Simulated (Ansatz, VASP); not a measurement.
# Two plane-wave programs on TiSi2

File INCAR:

```
SYSTEM = TiSi2
ALGO = Normal ; EDIFF = 1E-7
ENCUT = 520 ; GGA = PS
ISIF = 2 ; ISMEAR = -1
KPAR = 2 ; LASPH = .TRUE.
LCHARG = .FALSE. ; LREAL = .FALSE.
LWAVE = .FALSE. ; NBANDS = 29
NELM = 100 ; PREC = Accurate
SIGMA = 0.05
```

The input KPOINTS:

```
k-points
0
G
  8 8 8
  0 0 0
```

File POSCAR:

```
TiSi2
1.0
    1.7290723629     -6.6212982966      0.0000000000
    1.7290723629      6.6212982966      0.0000000000
    0.0000000000      0.0000000000      3.4923948962
Ti Si
2 4
Direct
    0.1031180800      0.8968819200      0.2500000000
    0.8968819200      0.1031180800      0.7500000000
    0.7503148200      0.2496851800      0.2500000000
    0.2496851800      0.7503148200      0.7500000000
    0.4417485500      0.5582514500      0.2500000000
    0.5582514500      0.4417485500      0.7500000000
```

Contents of input.yaml:

```yaml
crystal:
  lattice:
    - [1.7290723629, -6.6212982966, 0.0]
    - [1.7290723629, 6.6212982966, 0.0]
    - [0.0, 0.0, 3.4923948962]
  atoms:
    - { symbol: Ti, position: [0.10311808, 0.89688192, 0.25] }
    - { symbol: Ti, position: [0.89688192, 0.10311808, 0.75] }
    - { symbol: Si, position: [0.75031482, 0.24968518, 0.25] }
    - { symbol: Si, position: [0.24968518, 0.75031482, 0.75] }
    - { symbol: Si, position: [0.44174855, 0.55825145, 0.25] }
    - { symbol: Si, position: [0.55825145, 0.44174855, 0.75] }
hamiltonian:
  xc: pbesol
  pseudopotentials: { kind: paw }
kpoints:
  mp_grid: { grid: [8, 8, 8] }
scf:
  occupations: { method: fermi_dirac, width: 0.05 }
output:
  forces: true
  stress: true
  eigenvalues: true
```

Change from the starting cell: volume scaled by 0.94.

Alike in both runs: task single point; functional PBEsol; k mesh 8 × 8 × 8; occupations fermi-dirac, width 0.05 eV; no spin polarisation.

|  | VASP | Ansatz |
| --- | --- | --- |
| version | VASP 6.6.1 | Ansatz 0.2.0 |
| potentials or method | VASP PAW PBE potentials, release 64 (Ti_sv, Si) | Ansatz PAW |
| plane-wave cutoff (eV) | 520 | 420 |
| valence electrons in the cell | 40 | 40 |

VASP gave:

| Property | Result |
| --- | --- |
| gap on the k mesh at the Fermi level (eV) | none |
| pressure (GPa) | 7.8 |
| largest component of the traceless stress (GPa) | 2.00 |
| rms of the force components (eV/Å) | 0.162 |

Problem. What did Ansatz give for the same quantities?

Solution. gap on the k mesh at the Fermi level (eV): none; pressure (GPa): 7.7; largest component of the traceless stress (GPa): 1.95; rms of the force components (eV/Å): 0.162.

Atom by atom the forces differ by 0.000 eV/Å (rms over components). A gap of «none» marks a metal or a gap that the smearing closes. The functional is the same, so the differences come from potentials, cutoffs and numerics.

Caveats: the PAW data sets were made with another functional, which shifts forces and pressure a little (VASP); the PAW data sets come from PBE, with cores solved anew for the run's functional, which leaves a small shift of forces and pressure (Ansatz).
